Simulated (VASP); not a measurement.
# RbCl (Fm-3m) in VASP: notebook

One crystal, RbCl, is run at these levels: PBEsol, PBE; tasks: relaxation of the atoms, relaxation of cell and atoms.

All numbers are computed with VASP 6.6.1; they aren't measurements. Logs are shortened: lines on timing, memory, paths and dates and some standing lists are left out, and cuts for length are marked.

### Step 1. The structure

It takes space group Fm-3m (No. 225, cubic). Conventional cell: a = 6.548 Å, b = 6.548 Å, c = 6.548 Å, α = 90.00°, β = 90.00°, γ = 90.00°. Rb (site symmetry m-3m) is surrounded by 6 Cl at 3.27 Å. Cl (site symmetry m-3m) is surrounded by 6 Rb at 3.27 Å.

### Step 2. Relaxation of the atoms, PBEsol (a relaxed cell with its volume scaled by 1.06)

Input file INCAR:

```
SYSTEM = RbCl
  ALGO = Fast
  EDIFF = 1E-7
  EDIFFG = -0.01
  ENCUT = 600
  GGA = PS
  IBRION = 2
  ISIF = 2
  ISMEAR = 0
  LASPH = .True.
  LCHARG = .False.
  LREAL = .False.
  LWAVE = .False.
  NELM = 80
  NSW = 40
  PREC = Accurate
  SIGMA = 0.03
```

Input file KPOINTS:

```
k-points
0
Gamma
  8 8 8
  0 0 0
```

Input file POSCAR:

```
RbCl                                    
1.0
    0.0000000000      3.3382123806      3.3382123806
    3.3382123806      0.0000000000      3.3382123806
    3.3382123806      3.3382123806      0.0000000000
  Rb              Cl            
     1     1
Direct
     0.0000000000000000    0.0000000000000000    0.0000000000000000
     0.5000000000000000    0.5000000000000000    0.5000000000000000
```

Potentials or basis: VASP PAW PBE potentials, release 64 (Rb_sv, Cl).

Launch:

```console
> cat potpaw_PBE.64/Rb_sv/POTCAR potpaw_PBE.64/Cl/POTCAR > POTCAR
> mpirun -np 1 vasp_std > vasp.out
```

OUTCAR:

```text
SYSTEM = RbCl
   EDIFF = 1E-7
   EDIFFG = -0.01
   ENCUT = 600
   GGA = PS
   IBRION = 2
   ISIF = 2
   ISMEAR = 0
   LASPH = .True.
   LREAL = .False.
   NELM = 80
   NSW = 40
   PREC = Accurate

 ion  position               nearest neighbor table
   1  0.000  0.000  0.000-   2 3.34   2 3.34   2 3.34   2 3.34   2 3.34   2 3.34
   2  0.500  0.500  0.500-   1 3.34   1 3.34   1 3.34   1 3.34   1 3.34   1 3.34

  LATTYP: Found a face centered cubic cell.
 ALAT       =     6.6764247612

  Lattice vectors:

 A1 = (   0.0000000000,   3.3382123806,   3.3382123806)
 A2 = (   3.3382123806,   0.0000000000,   3.3382123806)
 A3 = (   3.3382123806,   3.3382123806,   0.0000000000)

Analysis of symmetry for initial positions (statically):
=====================================================================
 Subroutine PRICEL returns:
 Original cell was already a primitive cell.

 Routine SETGRP: Setting up the symmetry group for a
 face centered cubic supercell.

 Subroutine GETGRP returns: Found 48 space group operations
 (whereof 48 operations were pure point group operations)
 out of a pool of 48 trial point group operations.

The static configuration has the point symmetry O_h .

Analysis of symmetry for dynamics (positions and initial velocities):
=====================================================================
 Subroutine PRICEL returns:
 Original cell was already a primitive cell.

 Routine SETGRP: Setting up the symmetry group for a
 face centered cubic supercell.

 Subroutine GETGRP returns: Found 48 space group operations
 (whereof 48 operations were pure point group operations)
 out of a pool of 48 trial point group operations.

The dynamic configuration has the point symmetry O_h .

 Subroutine INISYM returns: Found 48 space group operations
 (whereof 48 operations are pure point group operations),
 and found     1 'primitive' translations

----------------------------------------------------------------------------------------

                                     Primitive cell

  volume of cell :      74.3998

  direct lattice vectors                    reciprocal lattice vectors
     0.000000000  3.338212381  3.338212381    -0.149780764  0.149780764  0.149780764
     3.338212381  0.000000000  3.338212381     0.149780764 -0.149780764  0.149780764
     3.338212381  3.338212381  0.000000000     0.149780764  0.149780764 -0.149780764

  length of vectors
     4.720945223  4.720945223  4.720945223     0.259427893  0.259427893  0.259427893

  position of ions in fractional coordinates (direct lattice)
     0.000000000  0.000000000  0.000000000
     0.500000000  0.500000000  0.500000000

  ion indices of the primitive-cell ions
   primitive index   ion index
                 1           1
                 2           2

----------------------------------------------------------------------------------------

 KPOINTS: k-points

Automatic generation of k-mesh.
 Grid dimensions read from file:
 generate k-points for:    8    8    8

 Generating k-lattice:

  Cartesian coordinates                     Fractional coordinates (reciprocal lattice)
    -0.018722595  0.018722595  0.018722595     0.125000000  0.000000000  0.000000000
     0.018722595 -0.018722595  0.018722595     0.000000000  0.125000000  0.000000000
     0.018722595  0.018722595 -0.018722595     0.000000000  0.000000000  0.125000000

  Length of vectors
     0.032428487  0.032428487  0.032428487

  Shift w.r.t. Gamma in fractional coordinates (k-lattice)
     0.000000000  0.000000000  0.000000000

 Subroutine IBZKPT returns following result:
 ===========================================

 Found     29 irreducible k-points:

 Following reciprocal coordinates:
            Coordinates               Weight
  0.000000  0.000000  0.000000      1.000000
  0.125000  0.000000  0.000000      8.000000
  0.250000  0.000000  0.000000      8.000000
  0.375000  0.000000  0.000000      8.000000
  0.500000  0.000000  0.000000      4.000000
  0.125000  0.125000  0.000000      6.000000
[... 16 lines left out ...]
  0.500000  0.250000  0.125000     48.000000
 -0.375000  0.250000  0.125000     24.000000
 [... further k-points ...]
   k-points           NKPTS =     29   k-points in BZ     NKDIM =     29   number of bands    NBANDS=     12
   number of dos      NEDOS =    301   number of ions     NIONS =      2
   total plane-waves  NPLWV =  64000
   dimension x,y,z NGX =    40 NGY =   40 NGZ =   40
   dimension x,y,z NGXF=    80 NGYF=   80 NGZF=   80
   ions per type =               1   1
   NGX,Y,Z   is equivalent  to a cutoff of  14.09, 14.09, 14.09 a.u.
   NGXF,Y,Z  is equivalent  to a cutoff of  28.17, 28.17, 28.17 a.u.
 SYSTEM =  RbCl
   PREC   = accura    normal or accurate (medium, high low for compatibility)
   ISTART =      0    job   : 0-new  1-cont  2-samecut
   ICHARG =      2    charge: 1-file 2-atom 10-const
   ISPIN  =      1    spin polarized calculation?
   LNONCOLLINEAR =      F non collinear calculations
   LSORBIT =      F    spin-orbit coupling
   LASPH  =      T    aspherical Exc in radial PAW
   ENCUT  =  600.0 eV  44.10 Ry    6.64 a.u.   9.43  9.43  9.43*2*pi/ulx,y,z
   NELM   =     80;   NELMIN=  2; NELMDL= -5     # of ELM steps
   EDIFF  = 0.1E-06   stopping-criterion for ELM
   LREAL  =      F    real-space projection
   EDIFFG = -.1E-01   stopping-criterion for IOM
   NSW    =     40    number of steps for IOM
   IBRION =      2    ionic relax: 0-MD 1-quasi-New 2-CG
   NFREE  =      1    steps in history (QN), initial steepest desc. (CG)
   ISIF   =      2    stress and relaxation
   ISYM   =      2    0-nonsym 1-usesym 2-fastsym
   POTIM  = 0.5000    time-step for ionic-motion
   TEBEG  =    0.0;   TEEND  =   0.0 temperature during run
   PSTRESS=    0.0 pullay stress
   NELECT =      16.0000    total number of electrons
   NUPDOWN=      -1.0000    fix difference up-down
   EMIN   =  10.00;   EMAX   =-10.00  energy-range for DOS
   EFERMI =   0.00;   METHOD = LEGACY
   ISMEAR =     0;   SIGMA  =   0.03  broadening in eV -4-tet -1-fermi 0-gaus
   EFERMI_NEDOS =   21; number of points for ismear=-14 and -15
   IALGO  =     68    algorithm
   IMIX   =      4    mixing-type and parameters
     AMIX     =   0.40;   BMIX     =  1.00
     AMIX_MAG =   1.60;   BMIX_MAG =  1.00
  volume/ion in A,a.u.               =      37.20       251.04
  Fermi-wavevector in a.u.,A,eV,Ry     =   0.980824  1.853488 13.089005  0.962015
  Thomas-Fermi vector in A             =   2.111783
   LORBIT       =      0    0 simple, 1 ext, 2 COOP (PROOUT), +10 PAW based schemes
   GGA     = PS    functional components
   LHFCALC =     F    Hartree Fock is set to
   AEXX    =    0.0000 exact exchange contribution
   IVDW    =     0    specifies the selected vdW correction
   LEPSILON=     F    determine dielectric tensor
   LRPA    =     F    only Hartree local field effects (RPA)
 conjugate gradient relaxation of ions
 non-spin polarized calculation
 RMM-DIIS sequential band-by-band and
 Gauss-broadening in eV      SIGMA  =   0.03
  energy-cutoff  :      600.00
  volume of cell :       74.40
 maximum number of plane-waves:      2509
 NGX is ok and might be reduce to    40
   NGX = 19   NGY = 19   NGZ = 19

 number of electron      16.0000000 magnetization

 Free energy of the ion-electron system (eV)
  ---------------------------------------------------
  ext. energy  EPLUGINS =         0.00000000
  ---------------------------------------------------
  free energy    TOTEN  =        -6.88339532 eV

  energy without entropy =       -6.88339532  energy(sigma->0) =       -6.88339532

 E-fermi :  -1.9488     XC(G=0):  -7.3420

 val. band max:       -2.1033822114   @ k =   0.0000   0.0000   0.0000
 cond. band min:       2.6202341435   @ k =   0.0000   0.0000   0.0000
 fundamental gap:      4.7236163549
 Fermi energy:        -1.9487790495

 k-point     1 :       0.0000    0.0000    0.0000
  band No.  band energies     occupation
      1     -26.0849      2.00000
      2     -14.0338      2.00000
      3     -10.1441      2.00000
      4     -10.1441      2.00000
      5     -10.1441      2.00000
      6      -2.1034      2.00000
      7      -2.1034      2.00000
      8      -2.1034      2.00000
      9       2.6202      0.00000
     10       5.7794      0.00000
     11       5.7794      0.00000
     12       5.7796      0.00000

 k-point     2 :       0.1250    0.0000    0.0000
  band No.  band energies     occupation
      1     -26.0830      2.00000
      2     -14.0413      2.00000
      3     -10.1459      2.00000
      4     -10.1459      2.00000
      5     -10.1415      2.00000
      6      -2.2522      2.00000
      7      -2.1519      2.00000
      8      -2.1519      2.00000
      9       2.9712      0.00000
     10       5.6517      0.00000
     11       5.9676      0.00000
     12       5.9695      0.00000

 k-point     3 :       0.2500    0.0000    0.0000
  band No.  band energies     occupation
      1     -26.0784      2.00000
      2     -14.0593      2.00000
      3     -10.1501      2.00000
      4     -10.1501      2.00000
      5     -10.1353      2.00000
      6      -2.5632      2.00000
      7      -2.2646      2.00000
      8      -2.2646      2.00000
      9       3.8449      0.00000
     10       5.5171      0.00000
     11       6.5095      0.00000
     12       6.5096      0.00000
[... 286 lines left out ...]
 k-point    23 :       0.5000    0.2500    0.1250
  band No.  band energies     occupation
      1     -26.0715      2.00000
      2     -14.0509      2.00000
      3     -10.2289      2.00000
      4     -10.1950      2.00000
      5     -10.1439      2.00000
      6      -2.7139      2.00000
      7      -2.3874      2.00000
      8      -2.2962      2.00000
      9       5.0862      0.00000
     10       5.2074      0.00000
     11       7.3725      0.00000
     12       7.6805      0.00000

 k-point    24 :      -0.3750    0.2500    0.1250
  band No.  band energies     occupation
      1     -26.0700      2.00000
      2     -14.0509      2.00000
      3     -10.2296      2.00000
      4     -10.2198      2.00000
      5     -10.1401      2.00000
      6      -2.7264      2.00000
      7      -2.3816      2.00000
      8      -2.3809      2.00000
      9       5.3970      0.00000
     10       5.5339      0.00000
     11       7.3597      0.00000
     12       7.5267      0.00000

 [... further k-points ...]

------------------------ aborting loop because EDIFF is reached ----------------------------------------

  FORCE on cell =-STRESS in cart. coord.  units (eV):
  Direction    XX          YY          ZZ          XY          YZ          ZX
  --------------------------------------------------------------------------------------
  -------------------------------------------------------------------------------------
  Total       -0.3813751     -0.3813751     -0.3813751     -0.0000000      0.0000000     -0.0000000
  in kB       -8.2127955     -8.2127955     -8.2127955     -0.0000000      0.0000000     -0.0000000
  external PRESSURE =      -8.2127955 kB  Pullay stress =       0.0000000 kB

 VOLUME and BASIS-vectors are now :
 -----------------------------------------------------------------------------
  energy-cutoff  :      600.00
  volume of cell :       74.40
      direct lattice vectors                 reciprocal lattice vectors
     0.000000000  3.338212381  3.338212381    -0.149780764  0.149780764  0.149780764
     3.338212381  0.000000000  3.338212381     0.149780764 -0.149780764  0.149780764
     3.338212381  3.338212381  0.000000000     0.149780764  0.149780764 -0.149780764

 POSITION                                       TOTAL-FORCE (eV/Angst)
 -----------------------------------------------------------------------------------
      0.00000      0.00000      0.00000        -0.000000      0.000000      0.000000
      3.33821      3.33821      3.33821         0.000000     -0.000000     -0.000000
 -----------------------------------------------------------------------------------
    total drift:                                0.000000     -0.000000      0.000000

  FREE ENERGIE OF THE ION-ELECTRON SYSTEM (eV)
  ---------------------------------------------------
  free  energy   TOTEN  =        -6.8833953168 eV

  energy  without entropy=       -6.8833953168  energy(sigma->0) =       -6.88339532

 reached required accuracy - stopping structural energy minimisation
```

Run time: 22 s. Hardware: 1 thread of Intel Xeon 6975P-C (Granite Rapids), shared host; peak memory 0.25 GiB.

What came out:

| Quantity | Value |
| --- | --- |
| Free energy | -6.8834 eV |
| Pressure after relaxing | -0.8 GPa |
| Band gap on the k mesh | 4.72 eV, direct |

Final structure:
```cif
data_structure
_symmetry_space_group_name_H-M 'P 1'
_symmetry_Int_Tables_number 1
_cell_length_a 4.7209
_cell_length_b 4.7209
_cell_length_c 4.7209
_cell_angle_alpha 60.000
_cell_angle_beta 60.000
_cell_angle_gamma 60.000
_cell_volume 74.40
loop_
_atom_site_label
_atom_site_type_symbol
_atom_site_fract_x
_atom_site_fract_y
_atom_site_fract_z
_atom_site_occupancy
Rb1 Rb 0.00000 0.00000 0.00000 1
Cl1 Cl 0.50000 0.50000 0.50000 1
```

Caveat: the relaxation stopped at its first step, so nothing moved; the PAW data sets were made with another functional, which shifts forces and pressure a little. A k mesh can miss the band edges.

(Part 1 of 2 ends here.)
